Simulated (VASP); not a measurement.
# Te: convergence with the plane-wave cutoff and smearing, part 2 of 4

Aim: find what the plane-wave cutoff and smearing change for Te, and what they cost. The series runs use r2SCAN. The start is a computed cell from the Materials Project.

VASP 6.6.1; r2SCAN; plane waves and PAW (Te).

Still holding for the runs below: The k-mesh is coarse for a metal.

So far. Step 6 (Plane-wave cutoff: ENCUT = 200): Against the run before the energy moves by +0.70 meV an atom and the pressure by +0.04 GPa, after 13 cycles in 19 s.

### 7. Plane-wave cutoff: ENCUT = 230

Input file INCAR:

```
SYSTEM = Te
PREC = Accurate
ENCUT = 230
EDIFF = 1E-06
NELM = 100
ISMEAR = -1
SIGMA = 0.05
LREAL = .FALSE.
ALGO = Normal
METAGGA = R2SCAN
LASPH = .TRUE.
NBANDS = 15
LORBIT = 11
LWAVE = .FALSE.
LCHARG = .FALSE.
KPAR = 4
ISIF = 2
```

Input file POSCAR:

```
Te
1.0
    3.8202894285     -2.1482026000      0.0000000000
    3.8202894285      2.1482026000      0.0000000000
   -0.0942908673      0.0000000000      5.9760906531
Te
3
Direct
    0.6905533900      0.6905533900      0.6611905100
    0.3094466100      0.3094466100      0.3388094900
    0.0000000000      0.0000000000      0.0000000000
```

Input file KPOINTS:

```
Automatic mesh
0
Gamma
6 6 4
0 0 0
```

PAW data sets: Te (PBE family, release 64).

Command:

```sh
> mpirun -np 4 vasp_std
```

The program printed:

```text
[... set-up lines as in an earlier step ...]
 entering main loop
       N       E                     dE             d eps       ncg     rms          rms(c)
DAV:   1    -0.276556706473E+02   -0.27656E+02   -0.40062E+03  1410   0.494E+02
DAV:   2    -0.769085228792E+02   -0.49253E+02   -0.47381E+02  1900   0.110E+02
DAV:   3    -0.790989755767E+02   -0.21905E+01   -0.21834E+01  1662   0.252E+01
DAV:   4    -0.791227184454E+02   -0.23743E-01   -0.23741E-01  1940   0.324E+00
[...]
DAV:  11    -0.759999120625E+02   -0.21281E-04   -0.32065E-05  1662   0.397E-02    0.296E-02
DAV:  12    -0.759999134442E+02   -0.13817E-05   -0.40631E-06  1711   0.132E-02    0.938E-03
DAV:  13    -0.759999128040E+02    0.64016E-06   -0.68500E-07   922   0.605E-03
   1 F= -.75999913E+02 E0= -.75996916E+02  d E =-.599319E-02
```

Elapsed: 27 s, on 4 MPI ranks of AMD EPYC 7R43, shared host; peak memory 0.44 GiB.

OUTCAR, selected parts (step 7):

```text
  Total       -0.0447144      0.2176477     -0.1718387      0.0000000      0.0000000     -0.1737609
  in kB       -0.7303646      3.5550528     -2.8068096      0.0000000      0.0000000     -2.8382057
  external PRESSURE =       0.0059595 kB  Pullay stress =       0.0000000 kB

 POSITION                                       TOTAL-FORCE (eV/Angst)
 -----------------------------------------------------------------------------------
      5.21388      0.00000      3.95133         0.026140      0.000000     -0.016815
      2.33240      0.00000      2.02476        -0.026140      0.000000      0.016815
      0.00000      0.00000      0.00000         0.000000      0.000000      0.000000
 -----------------------------------------------------------------------------------
    total drift:                                0.000000     -0.000000     -0.000000

  FREE ENERGIE OF THE ION-ELECTRON SYSTEM (eV)
  ---------------------------------------------------
  free  energy   TOTEN  =       -75.9999128040 eV

  energy  without entropy=      -75.9939196179  energy(sigma->0) =      -75.99691621

[... 1 part as in an earlier step ...]

[... 2 further parts left out ...]
[key lines of the parts left out:]
E-fermi :   6.3947
```

Against the run before the energy moves by -0.05 meV an atom and the pressure by +0.04 GPa, after 13 cycles in 27 s.

### 8. Plane-wave cutoff: ENCUT = 280

INCAR: that of step 7 with these lines changed.

```diff
@@ -2,3 +2,3 @@
 PREC = Accurate
-ENCUT = 230
+ENCUT = 280
 EDIFF = 1E-06
```

POSCAR is that of step 7.

KPOINTS is that of step 7.

Command:

```sh
> mpirun -np 4 vasp_std
```

The program printed:

```text
[... set-up lines as in an earlier step ...]
 entering main loop
       N       E                     dE             d eps       ncg     rms          rms(c)
DAV:   1    -0.209231277150E+02   -0.20923E+02   -0.45867E+03  1410   0.581E+02
DAV:   2    -0.765102033634E+02   -0.55587E+02   -0.53200E+02  1949   0.117E+02
DAV:   3    -0.790927708668E+02   -0.25826E+01   -0.25719E+01  1606   0.279E+01
DAV:   4    -0.791253769857E+02   -0.32606E-01   -0.32605E-01  2066   0.390E+00
[...]
DAV:  10    -0.760029048143E+02   -0.11080E-03   -0.12829E-04  1718   0.778E-02    0.384E-02
DAV:  11    -0.760029249747E+02   -0.20160E-04   -0.30861E-05  1641   0.397E-02    0.287E-02
DAV:  12    -0.760029257678E+02   -0.79310E-06   -0.39308E-06  1760   0.132E-02
   1 F= -.76002926E+02 E0= -.75999930E+02  d E =-.599114E-02
```

Elapsed: 30 s, on 4 MPI ranks; peak memory 0.53 GiB.

From OUTCAR (step 8):

```text
  Total       -0.0361751      0.2258824     -0.1647547      0.0000000      0.0000000     -0.1741326
  in kB       -0.5908830      3.6895583     -2.6910991      0.0000000      0.0000000     -2.8442779
  external PRESSURE =       0.1358588 kB  Pullay stress =       0.0000000 kB

 POSITION                                       TOTAL-FORCE (eV/Angst)
 -----------------------------------------------------------------------------------
      5.21388      0.00000      3.95133         0.027136      0.000000     -0.017681
      2.33240      0.00000      2.02476        -0.027136      0.000000      0.017681
      0.00000      0.00000      0.00000        -0.000000     -0.000000      0.000000
 -----------------------------------------------------------------------------------
    total drift:                                0.000000     -0.000000     -0.000000

  FREE ENERGIE OF THE ION-ELECTRON SYSTEM (eV)
  ---------------------------------------------------
  free  energy   TOTEN  =       -76.0029257678 eV

  energy  without entropy=      -75.9969346301  energy(sigma->0) =      -75.99993020

[... 1 part as in an earlier step ...]

[... 2 further parts left out ...]
[key lines of the parts left out:]
E-fermi :   6.3949
```

Against the run before the energy moves by -1.00 meV an atom and the pressure by +0.01 GPa, after 12 cycles in 30 s.

### 9. Plane-wave cutoff: ENCUT = 350

INCAR: that of step 8 with these lines changed.

```diff
@@ -2,3 +2,3 @@
 PREC = Accurate
-ENCUT = 280
+ENCUT = 350
 EDIFF = 1E-06
```

POSCAR is that of step 8.

KPOINTS is that of step 8.

Command:

```sh
> mpirun -np 4 vasp_std
```

The program printed:

```text
[... set-up lines as in an earlier step ...]
 entering main loop
       N       E                     dE             d eps       ncg     rms          rms(c)
DAV:   1    -0.129142200432E+02   -0.12914E+02   -0.52792E+03  1410   0.703E+02
DAV:   2    -0.758319941231E+02   -0.62918E+02   -0.59895E+02  1921   0.128E+02
DAV:   3    -0.790881355826E+02   -0.32561E+01   -0.32349E+01  1662   0.316E+01
DAV:   4    -0.791308640407E+02   -0.42728E-01   -0.42714E-01  2011   0.455E+00
[...]
DAV:  10    -0.760071322113E+02   -0.10892E-03   -0.12844E-04  1697   0.793E-02    0.380E-02
DAV:  11    -0.760071524642E+02   -0.20253E-04   -0.31602E-05  1683   0.410E-02    0.284E-02
DAV:  12    -0.760071530434E+02   -0.57920E-06   -0.40083E-06  1718   0.136E-02
   1 F= -.76007153E+02 E0= -.76004158E+02  d E =-.598965E-02
```

Run time: 42 s. Hardware: 4 MPI ranks; peak memory 0.59 GiB.

Parts of OUTCAR (step 9):

```text
  Total       -0.0422352      0.2192341     -0.1707508      0.0000000      0.0000000     -0.1739375
  in kB       -0.6898695      3.5809637     -2.7890399      0.0000000      0.0000000     -2.8410914
  external PRESSURE =       0.0340181 kB  Pullay stress =       0.0000000 kB

 POSITION                                       TOTAL-FORCE (eV/Angst)
 -----------------------------------------------------------------------------------
      5.21388      0.00000      3.95133         0.026631      0.000000     -0.017474
      2.33240      0.00000      2.02476        -0.026631      0.000000      0.017474
      0.00000      0.00000      0.00000         0.000000      0.000000      0.000000
 -----------------------------------------------------------------------------------
    total drift:                               -0.000000      0.000000     -0.000000

  FREE ENERGIE OF THE ION-ELECTRON SYSTEM (eV)
  ---------------------------------------------------
  free  energy   TOTEN  =       -76.0071530434 eV

  energy  without entropy=      -76.0011633920  energy(sigma->0) =      -76.00415822

[... 1 part as in an earlier step ...]

[... 2 further parts left out ...]
[key lines of the parts left out:]
E-fermi :   6.3950
```

Against the run before the energy moves by -1.41 meV an atom and the pressure by -0.01 GPa, after 12 cycles in 42 s.

### 10. The plane-wave cutoff series as a table

This step: convergence of r2SCAN results with the cutoff; plane waves and PAW (VASP 6.6.1).

No new run; the numbers come from the runs before.

Differences are taken from the run with ENCUT = 350. Results of the series, by row:

```
    setting     status  energy less the reference (meV/atom)  pressure (GPa)  largest force difference (meV/Å)  SCF cycles  wall time (s)
ENCUT = 100  converged                                -28.97          -1.339                              31.8          12            9.2
ENCUT = 130  converged                                -3.887         -0.3198                             12.93          12             12
ENCUT = 160  converged                                 1.069         -0.1416                              2.11          13           17.4
ENCUT = 180  converged                                  1.76        -0.08068                             3.565          13           19.2
ENCUT = 200  converged                                 2.464        -0.03649                             2.487          13           18.6
ENCUT = 230  converged                                 2.414         5.96e-4                             0.659          13             27
ENCUT = 280  converged                                 1.409         0.01359                             0.505          12             30
ENCUT = 350  converged                                     0        0.003402                                 0          12             42
```

### 11. Smearing: ISMEAR = -1, SIGMA = 0.01

This step: r2SCAN; plane waves and PAW (Te) (VASP 6.6.1).

Smearing steadies the sum over the Fermi surface at the price of an entropy term.

INCAR: that of step 9 with these lines changed.

```diff
@@ -2,3 +2,3 @@
 PREC = Accurate
-ENCUT = 350
+ENCUT = 400
 EDIFF = 1E-06
@@ -6,3 +6,3 @@
 ISMEAR = -1
-SIGMA = 0.05
+SIGMA = 0.01
 LREAL = .FALSE.
```

POSCAR is that of step 9.

KPOINTS is that of step 9.

Command:

```sh
> mpirun -np 4 vasp_std
```

The program printed:

```text
[... set-up lines as in an earlier step ...]
 entering main loop
       N       E                     dE             d eps       ncg     rms          rms(c)
DAV:   1    -0.859858083814E+01   -0.85986E+01   -0.57303E+03  1410   0.784E+02
DAV:   2    -0.755854295773E+02   -0.66987E+02   -0.63882E+02  1887   0.134E+02
DAV:   3    -0.790867395877E+02   -0.35013E+01   -0.34828E+01  1669   0.331E+01
DAV:   4    -0.791309817449E+02   -0.44242E-01   -0.44234E-01  1900   0.471E+00
DAV:   5    -0.791317577763E+02   -0.77603E-03   -0.77603E-03  1789   0.571E-01    0.100E+01
DAV:   6    -0.759879954770E+02    0.31438E+01   -0.45041E-01  1494   0.491E+00    0.736E+00
DAV:   7    -0.760078893895E+02   -0.19894E-01   -0.58255E-02  1858   0.153E+00    0.235E+00
DAV:   8    -0.760063283065E+02    0.15611E-02   -0.83039E-03  1613   0.574E-01    0.256E-01
DAV:   9    -0.760064765648E+02   -0.14826E-03   -0.55330E-04  1893   0.149E-01    0.155E-01
DAV:  10    -0.760065816588E+02   -0.10509E-03   -0.12845E-04  1741   0.790E-02    0.502E-02
DAV:  11    -0.760066095366E+02   -0.27878E-04   -0.41545E-05  1627   0.476E-02    0.362E-02
DAV:  12    -0.760066104942E+02   -0.95761E-06   -0.53549E-06  1753   0.160E-02
   1 F= -.76006610E+02 E0= -.76006458E+02  d E =-.305703E-03
```

Elapsed: 49 s, on 4 MPI ranks; peak memory 0.71 GiB; 3.2 min of CPU time.

Parts of OUTCAR (step 11):

```text
   ENCUT  =  400.0 eV  29.40 Ry    5.42 a.u.   7.15  7.15  9.75*2*pi/ulx,y,z

   NELECT =      18.0000    total number of electrons

 E-fermi :   6.3764

 k-point     1 :       0.0000    0.0000    0.0000
  band No.  band energies     occupation
    ...
      5       3.4194      2.00000
      6       4.0575      2.00000
      7       4.2904      2.00000
      8       4.5839      2.00000
      9       4.7691      2.00000
     10       7.3437      0.00000
     11       7.3692      0.00000
     12       8.0003      0.00000
     13      11.4463      0.00000
     14      11.8872      0.00000
    ...

  Total       -0.0579325      0.2310011     -0.1260763      0.0000000      0.0000000     -0.1756098
  in kB       -0.9462672      3.7731662     -2.0593273      0.0000000      0.0000000     -2.8684067
  external PRESSURE =       0.2558572 kB  Pullay stress =       0.0000000 kB

 POSITION                                       TOTAL-FORCE (eV/Angst)
 -----------------------------------------------------------------------------------
      5.21388      0.00000      3.95133         0.043800      0.000000     -0.044669
      2.33240      0.00000      2.02476        -0.043800      0.000000      0.044669
      0.00000      0.00000      0.00000        -0.000000      0.000000     -0.000000
 -----------------------------------------------------------------------------------
    total drift:                                0.000000     -0.000000     -0.000000

  FREE ENERGIE OF THE ION-ELECTRON SYSTEM (eV)
  ---------------------------------------------------
  free  energy   TOTEN  =       -76.0066104942 eV

  energy  without entropy=      -76.0063047915  energy(sigma->0) =      -76.00645764

[... 5 parts as in an earlier step ...]

[... 11 further parts left out ...]
```

This step gave:

- free energy (TOTEN): -76.0066 eV
- energy at zero smearing: -76.0065 eV
- Fermi energy: 6.376 eV
- pressure: 0.02559 GPa

The series starts at -25.3355 eV an atom and 0.03 GPa, after 12 cycles in 49 s. The entropy term T·S comes to 0.10 meV an atom in size.

### 12. Smearing: ISMEAR = -1, SIGMA = 0.05

INCAR: that of step 11 with these lines changed.

```diff
@@ -6,3 +6,3 @@
 ISMEAR = -1
-SIGMA = 0.01
+SIGMA = 0.05
 LREAL = .FALSE.
```

POSCAR is that of step 11.

KPOINTS is that of step 11.

Command:

```sh
> mpirun -np 4 vasp_std
```

The program printed:

```text
[... set-up lines as in an earlier step ...]
 entering main loop
       N       E                     dE             d eps       ncg     rms          rms(c)
DAV:   1    -0.860257589018E+01   -0.86026E+01   -0.57303E+03  1410   0.784E+02
DAV:   2    -0.755881821144E+02   -0.66986E+02   -0.63902E+02  1887   0.134E+02
DAV:   3    -0.790883802907E+02   -0.35002E+01   -0.34815E+01  1669   0.331E+01
DAV:   4    -0.791325749566E+02   -0.44195E-01   -0.44185E-01  1900   0.471E+00
[...]
DAV:  10    -0.760092861088E+02   -0.10885E-03   -0.12943E-04  1704   0.807E-02    0.378E-02
DAV:  11    -0.760093062973E+02   -0.20188E-04   -0.31835E-05  1669   0.417E-02    0.282E-02
DAV:  12    -0.760093068264E+02   -0.52913E-06   -0.39913E-06  1739   0.137E-02
   1 F= -.76009307E+02 E0= -.76006312E+02  d E =-.598992E-02
```

Elapsed: 54 s, on 4 MPI ranks; peak memory 0.69 GiB; 3.6 min of CPU time.

OUTCAR, selected parts (step 12):

```text
  Total       -0.0342353      0.2270351     -0.1632426      0.0000000      0.0000000     -0.1737011
  in kB       -0.5591980      3.7083865     -2.6664005      0.0000000      0.0000000     -2.8372292
  external PRESSURE =       0.1609293 kB  Pullay stress =       0.0000000 kB

 POSITION                                       TOTAL-FORCE (eV/Angst)
 -----------------------------------------------------------------------------------
      5.21388      0.00000      3.95133         0.026890     -0.000000     -0.017295
      2.33240      0.00000      2.02476        -0.026890     -0.000000      0.017295
      0.00000      0.00000      0.00000         0.000000      0.000000      0.000000
 -----------------------------------------------------------------------------------
    total drift:                                0.000000     -0.000000     -0.000000

  FREE ENERGIE OF THE ION-ELECTRON SYSTEM (eV)
  ---------------------------------------------------
  free  energy   TOTEN  =       -76.0093068264 eV

  energy  without entropy=      -76.0033169037  energy(sigma->0) =      -76.00631187

[... 2 parts as in an earlier step ...]

[... 1 further part left out ...]
[key lines of the parts left out:]
E-fermi :   6.3950
```

Against the run before the energy at zero width moves by +0.05 meV an atom and the pressure by -0.01 GPa, after 12 cycles in 54 s. The entropy term T·S comes to 2.00 meV an atom in size.

### 13. Smearing: ISMEAR = -1, SIGMA = 0.1

INCAR: that of step 12 with these lines changed.

```diff
@@ -6,3 +6,3 @@
 ISMEAR = -1
-SIGMA = 0.05
+SIGMA = 0.1
 LREAL = .FALSE.
```

POSCAR is that of step 12.

KPOINTS is that of step 12.

Command:

```sh
> mpirun -np 4 vasp_std
```

The program printed:

```text
[... set-up lines as in an earlier step ...]
 entering main loop
       N       E                     dE             d eps       ncg     rms          rms(c)
DAV:   1    -0.861570130794E+01   -0.86157E+01   -0.57303E+03  1410   0.784E+02
DAV:   2    -0.755997731106E+02   -0.66984E+02   -0.63885E+02  1887   0.134E+02
DAV:   3    -0.790992087412E+02   -0.34994E+01   -0.34787E+01  1669   0.331E+01
DAV:   4    -0.791433422238E+02   -0.44133E-01   -0.44124E-01  1900   0.470E+00
[...]
DAV:  10    -0.760200941284E+02   -0.11058E-03   -0.13022E-04  1704   0.812E-02    0.366E-02
DAV:  11    -0.760201133394E+02   -0.19211E-04   -0.30255E-05  1676   0.406E-02    0.270E-02
DAV:  12    -0.760201139344E+02   -0.59500E-06   -0.38789E-06  1739   0.135E-02
   1 F= -.76020114E+02 E0= -.76003676E+02  d E =-.328751E-01
```

The job ended after 49 s (4 MPI ranks; peak memory 0.67 GiB).

From OUTCAR (step 13):

```text
  Total        0.0147966      0.2227077     -0.1720780      0.0000000      0.0000000     -0.1822126
  in kB        0.2416868      3.6377015     -2.8107172      0.0000000      0.0000000     -2.9762557
  external PRESSURE =       0.3562237 kB  Pullay stress =       0.0000000 kB

 POSITION                                       TOTAL-FORCE (eV/Angst)
 -----------------------------------------------------------------------------------
      5.21388      0.00000      3.95133         0.000358      0.000000      0.014897
      2.33240      0.00000      2.02476        -0.000358      0.000000     -0.014897
      0.00000      0.00000      0.00000        -0.000000     -0.000000      0.000000
 -----------------------------------------------------------------------------------
    total drift:                                0.000000     -0.000000     -0.000000

  FREE ENERGIE OF THE ION-ELECTRON SYSTEM (eV)
  ---------------------------------------------------
  free  energy   TOTEN  =       -76.0201139344 eV

  energy  without entropy=      -75.9872388474  energy(sigma->0) =      -76.00367639

[... 2 parts as in an earlier step ...]

[... 1 further part left out ...]
[key lines of the parts left out:]
E-fermi :   6.3721
```

Against the run before the energy at zero width moves by +0.88 meV an atom and the pressure by +0.02 GPa, after 12 cycles in 49 s. The entropy term T·S comes to 10.96 meV an atom in size.

### 14. Smearing: ISMEAR = -1, SIGMA = 0.2

INCAR: that of step 13 with these lines changed.

```diff
@@ -6,3 +6,3 @@
 ISMEAR = -1
-SIGMA = 0.1
+SIGMA = 0.2
 LREAL = .FALSE.
```

POSCAR is that of step 13.

KPOINTS is that of step 13.

Command:

```sh
> mpirun -np 4 vasp_std
```

The program printed:

```text
[... set-up lines as in an earlier step ...]
 entering main loop
       N       E                     dE             d eps       ncg     rms          rms(c)
DAV:   1    -0.866942927234E+01   -0.86694E+01   -0.57303E+03  1410   0.784E+02
DAV:   2    -0.756632180177E+02   -0.66994E+02   -0.63869E+02  1887   0.134E+02
DAV:   3    -0.791632331160E+02   -0.35000E+01   -0.34766E+01  1669   0.331E+01
DAV:   4    -0.792073554177E+02   -0.44122E-01   -0.44112E-01  1900   0.470E+00
[...]
DAV:  10    -0.760817980198E+02   -0.11551E-03   -0.12978E-04  1676   0.821E-02    0.371E-02
DAV:  11    -0.760818160890E+02   -0.18069E-04   -0.27961E-05  1676   0.393E-02    0.260E-02
DAV:  12    -0.760818169337E+02   -0.84468E-06   -0.38379E-06  1718   0.135E-02
   1 F= -.76081817E+02 E0= -.75989683E+02  d E =-.184268E+00
```

The job ended after 44 s (4 MPI ranks; peak memory 0.71 GiB; 2.9 min of CPU time).

OUTCAR, selected parts (step 14):

```text
  Total        0.1112211      0.2958065     -0.1043408      0.0000000      0.0000000     -0.1457928
  in kB        1.8166832      4.8316960     -1.7043009      0.0000000      0.0000000     -2.3813753
  external PRESSURE =       1.6480261 kB  Pullay stress =       0.0000000 kB

 POSITION                                       TOTAL-FORCE (eV/Angst)
 -----------------------------------------------------------------------------------
      5.21388      0.00000      3.95133        -0.080240      0.000000      0.079767
      2.33240      0.00000      2.02476         0.080240      0.000000     -0.079767
      0.00000      0.00000      0.00000         0.000000      0.000000      0.000000
 -----------------------------------------------------------------------------------
    total drift:                               -0.000000     -0.000000     -0.000000

  FREE ENERGIE OF THE ION-ELECTRON SYSTEM (eV)
  ---------------------------------------------------
  free  energy   TOTEN  =       -76.0818169337 eV

  energy  without entropy=      -75.8975491395  energy(sigma->0) =      -75.98968304

[... 2 parts as in an earlier step ...]

[... 1 further part left out ...]
[key lines of the parts left out:]
E-fermi :   6.3513
```

Against the run before the energy at zero width moves by +4.66 meV an atom and the pressure by +0.13 GPa, after 12 cycles in 44 s. The entropy term T·S comes to 61.42 meV an atom in size.

[end of part 2 of 4]

[Lines on the potential files, build, host, timing and source positions are cut from VASP's logs without a mark.]

[Logs are printed without paths, hosts, clocks, repeated set-up lines and the standing remarks that a program may print on its own settings, such as how far it seeks lower states.]

[Hosts, paths, dates, database ids (printed as entryN), source tags and the programs' standing remarks are cut or masked in the printed files.]

[A measured line is paired with the nearest computed mode of its activity, which favours agreement.]
